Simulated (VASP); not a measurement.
# Li2S (Fm-3m) in VASP: notebook

Runs on Li2S. Level: r2SCAN. Tasks: single point, relaxation of cell and atoms.

Program: VASP 6.6.1. These are calculated values, not measurements. Logs are shortened: lines on timing, memory, paths and dates and some standing lists are left out, and cuts for length are marked.

## 1. The structure

Symmetry: Fm-3m, No. 225, cubic system. The conventional cell has a = 5.691 Å, b = 5.691 Å, c = 5.691 Å, α = 90.00°, β = 90.00°, γ = 90.00°. Li (site symmetry -43m) has 4 S at 2.46 Å as nearest neighbours. S (site symmetry m-3m) is surrounded by 8 Li at 2.46 Å.

The cell comes from a database or a generator and needn't be the stable form of this composition.

## 2. Single point, r2SCAN

Input file POSCAR:

```
Li2S
1.0
    0.0000000000      2.8452765927      2.8452765927
    2.8452765927      0.0000000000      2.8452765927
    2.8452765927      2.8452765927      0.0000000000
Li S
2 1
Direct
    0.7500000000      0.7500000000      0.7500000000
    0.2500000000      0.2500000000      0.2500000000
    0.0000000000      0.0000000000      0.0000000000
```

Input file INCAR.step1:

```
PREC = Accurate ; ENCUT = 520
ISMEAR = 0 ; SIGMA = 0.02
LREAL = F ; LASPH = T
NELM = 100 ; NBANDS = 13
GGA = PE ; ALGO = Normal
EDIFF = 1E-4 ; LWAVE = T
LCHARG = F
```

Input file INCAR.step2:

```
PREC = Accurate ; ENCUT = 520
EDIFF = 1E-6 ; ISMEAR = 0
SIGMA = 0.02 ; LREAL = F
LASPH = T ; NELM = 100
ALGO = Normal ; ISIF = 2
LWAVE = F ; LCHARG = F
METAGGA = R2SCAN ; LMIXTAU = T
NBANDS = 13 ; ISTART = 1
```

Input file KPOINTS:

```
regular mesh
0
Gamma
  8 8 8
```

Potentials or basis: VASP PAW PBE potentials, release 64 (Li_sv, S).

Run with:

```bash
cat potpaw_PBE.64/Li_sv/POTCAR potpaw_PBE.64/S/POTCAR > POTCAR
cp INCAR.step1 INCAR
mpirun -np 1 vasp_std > vasp.out
cp INCAR.step2 INCAR
mpirun -np 1 vasp_std > vasp.out
```

OUTCAR:

```text
PREC = Accurate
   ENCUT = 520
   EDIFF = 1E-6
   ISMEAR = 0
   LREAL = F
   LASPH = T
   NELM = 100
   ISIF = 2
   METAGGA = R2SCAN
   ISTART = 1

 ion  position               nearest neighbor table
   1  0.750  0.750  0.750-   3 2.46   3 2.46   3 2.46   3 2.46
   2  0.250  0.250  0.250-   3 2.46   3 2.46   3 2.46   3 2.46
   3  0.000  0.000  0.000-   1 2.46   2 2.46   1 2.46   1 2.46   1 2.46   2 2.46   2 2.46   2 2.46

  LATTYP: Found a face centered cubic cell.
 ALAT       =     5.6905531854

  Lattice vectors:

 A1 = (   0.0000000000,   2.8452765927,   2.8452765927)
 A2 = (   2.8452765927,   0.0000000000,   2.8452765927)
 A3 = (   2.8452765927,   2.8452765927,   0.0000000000)

Analysis of symmetry for initial positions (statically):
=====================================================================
 Subroutine PRICEL returns:
 Original cell was already a primitive cell.

 Routine SETGRP: Setting up the symmetry group for a
 face centered cubic supercell.

 Subroutine GETGRP returns: Found 48 space group operations
 (whereof 48 operations were pure point group operations)
 out of a pool of 48 trial point group operations.

The static configuration has the point symmetry O_h .

Analysis of symmetry for dynamics (positions and initial velocities):
=====================================================================
 Subroutine PRICEL returns:
 Original cell was already a primitive cell.

 Routine SETGRP: Setting up the symmetry group for a
 face centered cubic supercell.

 Subroutine GETGRP returns: Found 48 space group operations
 (whereof 48 operations were pure point group operations)
 out of a pool of 48 trial point group operations.

The dynamic configuration has the point symmetry O_h .

 Subroutine INISYM returns: Found 48 space group operations
 (whereof 48 operations are pure point group operations),
 and found     1 'primitive' translations

----------------------------------------------------------------------------------------

                                     Primitive cell

  volume of cell :      46.0684

  direct lattice vectors                    reciprocal lattice vectors
     0.000000000  2.845276593  2.845276593    -0.175729840  0.175729840  0.175729840
     2.845276593  0.000000000  2.845276593     0.175729840 -0.175729840  0.175729840
     2.845276593  2.845276593  0.000000000     0.175729840  0.175729840 -0.175729840

  length of vectors
     4.023828746  4.023828746  4.023828746     0.304373011  0.304373011  0.304373011

  position of ions in fractional coordinates (direct lattice)
     0.750000000  0.750000000  0.750000000
     0.250000000  0.250000000  0.250000000
     0.000000000  0.000000000  0.000000000

  ion indices of the primitive-cell ions
   primitive index   ion index
                 1           1
                 2           2
                 3           3

----------------------------------------------------------------------------------------

 KPOINTS: regular mesh

Automatic generation of k-mesh.
 Grid dimensions read from file:
 generate k-points for:    8    8    8

 Generating k-lattice:

  Cartesian coordinates                     Fractional coordinates (reciprocal lattice)
    -0.021966230  0.021966230  0.021966230     0.125000000  0.000000000  0.000000000
     0.021966230 -0.021966230  0.021966230     0.000000000  0.125000000  0.000000000
     0.021966230  0.021966230 -0.021966230     0.000000000  0.000000000  0.125000000

  Length of vectors
     0.038046626  0.038046626  0.038046626

  Shift w.r.t. Gamma in fractional coordinates (k-lattice)
     0.000000000  0.000000000  0.000000000

 Subroutine IBZKPT returns following result:
 ===========================================

 Found     29 irreducible k-points:

 Following reciprocal coordinates:
            Coordinates               Weight
  0.000000  0.000000  0.000000      1.000000
  0.125000  0.000000  0.000000      8.000000
  0.250000  0.000000  0.000000      8.000000
  0.375000  0.000000  0.000000      8.000000
  0.500000  0.000000  0.000000      4.000000
  0.125000  0.125000  0.000000      6.000000
[... 16 lines left out ...]
  0.500000  0.250000  0.125000     48.000000
 -0.375000  0.250000  0.125000     24.000000
 [... further k-points ...]
   k-points           NKPTS =     29   k-points in BZ     NKDIM =     29   number of bands    NBANDS=     13
   number of dos      NEDOS =    301   number of ions     NIONS =      3
   total plane-waves  NPLWV =  27000
   dimension x,y,z NGX =    30 NGY =   30 NGZ =   30
   dimension x,y,z NGXF=    60 NGYF=   60 NGZF=   60
   ions per type =               2   1
   NGX,Y,Z   is equivalent  to a cutoff of  12.39, 12.39, 12.39 a.u.
   NGXF,Y,Z  is equivalent  to a cutoff of  24.79, 24.79, 24.79 a.u.
 SYSTEM =  unknown system
   PREC   = accura    normal or accurate (medium, high low for compatibility)
   ISTART =      1    job   : 0-new  1-cont  2-samecut
   ICHARG =      0    charge: 1-file 2-atom 10-const
   ISPIN  =      1    spin polarized calculation?
   LNONCOLLINEAR =      F non collinear calculations
   LSORBIT =      F    spin-orbit coupling
   LASPH  =      T    aspherical Exc in radial PAW
   ENCUT  =  520.0 eV  38.22 Ry    6.18 a.u.   7.48  7.48  7.48*2*pi/ulx,y,z
   NELM   =    100;   NELMIN=  2; NELMDL=  0     # of ELM steps
   EDIFF  = 0.1E-05   stopping-criterion for ELM
   LREAL  =      F    real-space projection
[... 7 lines left out ...]
   TEBEG  =    0.0;   TEEND  =   0.0 temperature during run
   PSTRESS=    0.0 pullay stress
   NELECT =      12.0000    total number of electrons
   NUPDOWN=      -1.0000    fix difference up-down
   EMIN   =  10.00;   EMAX   =-10.00  energy-range for DOS
   EFERMI =   0.00;   METHOD = LEGACY
   ISMEAR =     0;   SIGMA  =   0.02  broadening in eV -4-tet -1-fermi 0-gaus
   EFERMI_NEDOS =   21; number of points for ismear=-14 and -15
   IALGO  =     38    algorithm
   IMIX   =      4    mixing-type and parameters
     AMIX     =   0.40;   BMIX     =  1.00
     AMIX_MAG =   1.60;   BMIX_MAG =  1.00
  volume/ion in A,a.u.               =      15.36       103.63
  Fermi-wavevector in a.u.,A,eV,Ry     =   1.045524  1.975754 14.872812  1.093121
  Thomas-Fermi vector in A             =   2.180324
   LORBIT       =      0    0 simple, 1 ext, 2 COOP (PROOUT), +10 PAW based schemes
   METAGGA = R2SCAN    functional components
   LHFCALC =     F    Hartree Fock is set to
   AEXX    =    0.0000 exact exchange contribution
   IVDW    =     0    specifies the selected vdW correction
   LEPSILON=     F    determine dielectric tensor
   LRPA    =     F    only Hartree local field effects (RPA)
 non-spin polarized calculation
 Gauss-broadening in eV      SIGMA  =   0.02
  energy-cutoff  :      520.00
  volume of cell :       46.07
 maximum number of plane-waves:      1254
 NGX is ok and might be reduce to    30
   NGX = 15   NGY = 15   NGZ = 15

 number of electron      11.9999990 magnetization

 Free energy of the ion-electron system (eV)
  ---------------------------------------------------
  ext. energy  EPLUGINS =         0.00000000
  ---------------------------------------------------
  free energy    TOTEN  =       -17.38165318 eV

  energy without entropy =      -17.38165318  energy(sigma->0) =      -17.38165318

 E-fermi :   1.3619     XC(G=0):  -8.9269

 val. band max:        1.2129634210   @ k =   0.0000   0.0000   0.0000
 cond. band min:       5.0711303800   @ k =   0.5000   0.5000   0.0000
 fundamental gap:      3.8581669590
 Fermi energy:         1.3618788156

 k-point     1 :       0.0000    0.0000    0.0000
  band No.  band energies     occupation
      1     -44.3916      2.00000
      2     -44.3499      2.00000
      3     -10.2732      2.00000
      4       1.2129      2.00000
      5       1.2129      2.00000
      6       1.2130      2.00000
      7       6.2651      0.00000
      8       8.1229      0.00000
      9       8.1229      0.00000
     10       8.1235      0.00000
     11      12.9763      0.00000
     12      12.9763      0.00000
     13      14.6606      0.00000

 k-point     2 :       0.1250    0.0000    0.0000
  band No.  band energies     occupation
      1     -44.3899      2.00000
      2     -44.3514      2.00000
      3     -10.2153      2.00000
      4       0.6324      2.00000
      5       1.1255      2.00000
      6       1.1255      2.00000
      7       6.6843      0.00000
      8       8.3672      0.00000
      9       8.3677      0.00000
     10       8.4959      0.00000
     11      12.0832      0.00000
     12      12.0833      0.00000
     13      14.8054      0.00000

 k-point     3 :       0.2500    0.0000    0.0000
  band No.  band energies     occupation
      1     -44.3851      2.00000
      2     -44.3556      2.00000
      3     -10.0670      2.00000
      4      -0.4620      2.00000
      5       0.9345      2.00000
      6       0.9346      2.00000
      7       7.3701      0.00000
      8       8.6833      0.00000
      9       8.6838      0.00000
     10       9.3822      0.00000
     11      11.7521      0.00000
     12      11.7523      0.00000
     13      15.2542      0.00000
[... 305 lines left out ...]
 k-point    23 :       0.5000    0.2500    0.1250
  band No.  band energies     occupation
      1     -44.3762      2.00000
      2     -44.3634      2.00000
      3      -9.8218      2.00000
      4      -1.1350      2.00000
      5      -0.0095      2.00000
      6       0.4556      2.00000
      7       7.5123      0.00000
      8       8.7571      0.00000
      9      10.0006      0.00000
     10      10.4246      0.00000
     11      12.0469      0.00000
     12      14.6206      0.00000
     13      15.8490      0.00000

 k-point    24 :      -0.3750    0.2500    0.1250
  band No.  band energies     occupation
      1     -44.3697      2.00000
      2     -44.3697      2.00000
      3      -9.7634      2.00000
      4      -1.3732      2.00000
      5      -0.0267      2.00000
      6       0.3055      2.00000
      7       7.6135      0.00000
      8       8.6434      0.00000
      9      10.3559      0.00000
     10      11.0172      0.00000
     11      12.4593      0.00000
     12      13.8760      0.00000
     13      15.4974      0.00000

 [... further k-points ...]
[... 5 lines left out ...]
  --------------------------------------------------------------------------------------
  -------------------------------------------------------------------------------------
  Total       -0.0291264     -0.0291264     -0.0291264      0.0000000      0.0000000      0.0000000
  in kB       -1.0129645     -1.0129645     -1.0129645      0.0000000      0.0000000      0.0000000
  external PRESSURE =      -1.0129645 kB  Pullay stress =       0.0000000 kB

 VOLUME and BASIS-vectors are now :
 -----------------------------------------------------------------------------
  energy-cutoff  :      520.00
  volume of cell :       46.07
      direct lattice vectors                 reciprocal lattice vectors
     0.000000000  2.845276593  2.845276593    -0.175729840  0.175729840  0.175729840
     2.845276593  0.000000000  2.845276593     0.175729840 -0.175729840  0.175729840
     2.845276593  2.845276593  0.000000000     0.175729840  0.175729840 -0.175729840

 POSITION                                       TOTAL-FORCE (eV/Angst)
 -----------------------------------------------------------------------------------
      4.26791      4.26791      4.26791         0.000000      0.000000      0.000000
      1.42264      1.42264      1.42264         0.000000     -0.000000     -0.000000
      0.00000      0.00000      0.00000        -0.000000     -0.000000      0.000000
 -----------------------------------------------------------------------------------
    total drift:                                0.000000     -0.000000      0.000000

  FREE ENERGIE OF THE ION-ELECTRON SYSTEM (eV)
  ---------------------------------------------------
  free  energy   TOTEN  =       -17.3816531808 eV

  energy  without entropy=      -17.3816531808  energy(sigma->0) =      -17.38165318
```

Run time: 61 s. Hardware: 1 thread of Intel Xeon Platinum 8488C (Sapphire Rapids), shared host; peak memory 0.17 GiB.

Results:

| Property | Result |
| --- | --- |
| Free energy | -17.3817 eV |
| Band gap on the k mesh | 3.86 eV, indirect (least direct gap 5.05 eV) |

Levels at points of the mesh, in eV from the valence-band top:
| k point | band 2 | band 3 | band 4 | band 5 | band 6 | band 7 | band 8 | band 9 | band 10 | band 11 |
| --- | --- | --- | --- | --- | --- | --- | --- | --- | --- | --- |
| (0.00, 0.00, 0.00) | -45.56 | -11.49 | 0.00 | 0.00 | 0.00 | 5.05 | 6.91 | 6.91 | 6.91 | 11.76 |
| (0.50, 0.00, 0.00) | -45.58 | -11.05 | -2.89 | -0.51 | -0.51 | 6.98 | 7.19 | 7.19 | 9.13 | 13.73 |
| (0.50, 0.50, 0.00) | -45.58 | -10.92 | -2.16 | -1.44 | -1.44 | 3.86 | 7.90 | 12.17 | 12.17 | 13.37 |

Caveat: the cutoff is under 1.25 times the usual one of these potentials, so pressure, stress and relaxed cells hold a basis-set (Pulay) error; the PAW data sets were made with another functional, which shifts forces and pressure a little.

## 3. Relaxation of cell and atoms, r2SCAN

This run uses another cell than the first one, of 15.19 Å³/atom, 0.989 times its volume.

Input file POSCAR:

```
Li2S
1.0
    0.0000000000      2.8351680000      2.8351680000
    2.8351680000      0.0000000000      2.8351680000
    2.8351680000      2.8351680000      0.0000000000
Li S
2 1
Direct
    0.7500000000      0.7500000000      0.7500000000
    0.2500000000      0.2500000000      0.2500000000
    0.0000000000      0.0000000000      0.0000000000
```

Input file INCAR.step1:

```
PREC = Accurate
ENCUT = 600
ISMEAR = 0
SIGMA = 0.02
LREAL = False
LASPH = True
NELM = 100
GGA = PE
ALGO = Normal
EDIFF = 1E-4
LWAVE = True
LCHARG = False
```

Input file INCAR.step2:

```
PREC = Accurate
ENCUT = 600
EDIFF = 1E-7
ISMEAR = 0
SIGMA = 0.02
LREAL = False
LASPH = True
NELM = 100
ALGO = Normal
ISIF = 3
LWAVE = False
LCHARG = False
METAGGA = R2SCAN
LMIXTAU = True
IBRION = 2
NSW = 70
EDIFFG = -0.02
ISTART = 1
```

KPOINTS is that of step 2.

Potentials or basis: VASP PAW PBE potentials, release 64 (Li_sv, S).

Run with:

```bash
cat potpaw_PBE.64/Li_sv/POTCAR potpaw_PBE.64/S/POTCAR > POTCAR
cp INCAR.step1 INCAR
mpirun -np 1 vasp_std > vasp.out
cp INCAR.step2 INCAR
mpirun -np 1 vasp_std > vasp.out
```

Run time: 65 s. Hardware: 1 thread of Intel Xeon Platinum 8488C (Sapphire Rapids), shared host; peak memory 0.19 GiB.

Results (log left out):

```yaml
Free_energy: -17.3840 eV
Relaxed_volume: 15.27 Å³/atom
Relaxed_cell: a = 4.016 Å, b = 4.016 Å, c = 4.016 Å, α = 60.00°, β = 60.00°, γ = 60.00°
Space_group_after_relaxing_to_0.05_Å: Fm-3m (No. 225)
Energy_gained_by_relaxing: 0.1 meV/atom
Ionic_steps: 2
Pressure_after_relaxing: 0.1 GPa
Band_gap_on_the_k_mesh: 3.85 eV, indirect (least direct gap 5.08 eV)
```

The path:
```tsv
step	energy change (eV)	largest force (eV/Å)	pressure (GPa)	volume (Å³)
1	0.0000	0.0000	0.35	45.58
2	-0.0003	0.0000	0.12	45.80
```

Final structure:
```
CELL_PARAMETERS angstrom
0.00000 2.83972 2.83972
2.83972 0.00000 2.83972
2.83972 2.83972 0.00000
ATOMIC_POSITIONS crystal
Li 0.75000 0.75000 0.75000
Li 0.25000 0.25000 0.25000
S 0.00000 0.00000 0.00000
```

Levels at points of the mesh, in eV from the valence-band top:
```
           k point  band 3  band 4  band 5  band 6  band 7  band 8  band 9  band 10
(0.00, 0.00, 0.00)  -11.50    0.00    0.00    0.00    5.08    6.91    6.91     6.91
(0.50, 0.00, 0.00)  -11.06   -2.91   -0.52   -0.52    7.01    7.20    7.20     9.16
(0.50, 0.50, 0.00)  -10.93   -2.17   -1.45   -1.45    3.85    7.92   12.21    12.21
```

Caveat: the cutoff is under 1.25 times the usual one of these potentials, so pressure, stress and relaxed cells hold a basis-set (Pulay) error; the PAW data sets were made with another functional, which shifts forces and pressure a little. r2SCAN opens gaps a little over a GGA but as a rule still falls short of measured ones.
